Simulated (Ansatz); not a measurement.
**SnTe under changes of volume**

One of the cells (31.281 Å³/atom); the others are scaled copies at fixed shape and fractional positions:

```
CELL_PARAMETERS angstrom
0.00000 3.15085 3.15085
3.15085 0.00000 3.15085
3.15085 3.15085 0.00000
ATOMIC_POSITIONS crystal
Te 0.50000 0.50000 0.50000
Sn 0.00000 0.00000 0.00000
```

| Property | Result |
| --- | --- |
| Program | Ansatz 0.2.0 |
| Functional | SVWN5 |
| Potentials or basis | Ansatz PAW |
| Cutoff | 420 eV (not typed: the program's choice for these potentials) |
| k mesh | 7 × 7 × 7 |
| Occupations | fermi-dirac, width 0.05 eV |
| Spin | no spin polarisation |

```csv
volume (Å³/atom),energy over the lowest point (meV/atom),pressure (GPa)
29.404,?,?
30.030,0.00,0.3
30.656,0.75,-0.7
31.281,5.28,-1.6
31.907,13.16,-2.4
32.532,24.04,-3.1
33.158,37.61,-3.8
```

Problem. What does the run at 29.404 Å³/atom give?

Solution. Energy over the lowest point 3.45 meV/atom; pressure 1.5 GPa.

Worked out: A Birch-Murnaghan fit of order 3 (a polynomial in V^(-2/3)) to the other rows has its minimum at 30.22 Å³/atom with B0 = V·E''(V) = 50 GPa and B' = 4.5. It gives 3.47 meV/atom at 29.404 Å³/atom, against the run's 3.45, and -dE/dV = 1.5 GPa, against 1.5.

Energies are extrapolated to zero smearing.

Caveats: the PAW data sets come from PBE, with cores solved anew for the run's functional, which leaves a small shift of forces and pressure.
